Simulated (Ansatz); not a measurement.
Start from `C=CCO[SiH3]` and change one atom or group to get `C=CCC`.

Ansatz, PBE0-D4/def2-TZVP geometries, multiplicity 1. Each molecule was computed in one conformer, which needn't be the lowest.

| property | `C=CCO[SiH3]` |
| --- | --- |
| HOMO energy (PBE/def2-TZVPP) / eV | -6.52 |
| size of the dipole moment (B3LYP/def2-TZVPP) / D | 1.01 |
| HOMO energy (PBE0/def2-TZVPP) / eV | -7.75 |
| HOMO energy (ωB97M-V/def2-TZVPP) / eV | -10.04 |
| LUMO energy (PBE0/def2-TZVPP) / eV | -0.16 |
| LUMO energy (B3LYP/def2-TZVPP) / eV | -0.39 |

Task: Give the same properties after the change, and the shifts. (Estimate.)

Result: The calculation gave: 
```json
{"property": "HOMO energy (PBE/def2-TZVPP) / eV", "`C=CCC`": "-6.25", "shift": "0.27"}
{"property": "size of the dipole moment (B3LYP/def2-TZVPP) / D", "`C=CCC`": "0.41", "shift": "-0.60"}
{"property": "HOMO energy (PBE0/def2-TZVPP) / eV", "`C=CCC`": "-7.38", "shift": "0.37"}
{"property": "HOMO energy (ωB97M-V/def2-TZVPP) / eV", "`C=CCC`": "-9.64", "shift": "0.40"}
{"property": "LUMO energy (PBE0/def2-TZVPP) / eV", "`C=CCC`": "0.39", "shift": "0.55"}
{"property": "LUMO energy (B3LYP/def2-TZVPP) / eV", "`C=CCC`": "0.13", "shift": "0.52"}
```

With PBE0 the HOMO rises by 0.37 eV and the LUMO rises by 0.55 eV, so the gap widens by about 0.18 eV. PBE moves the HOMO by 0.27 eV and ωB97M-V by 0.40 eV. The zero-point energy changes by 21.0 kJ/mol with -3 modes. Dipoles are sizes alone; their direction can turn.

B3LYP here is the variant with VWN-RPA as its local correlation; programs differ in this.

Positive LUMOs are unbound, so they and the gaps depend on the basis.
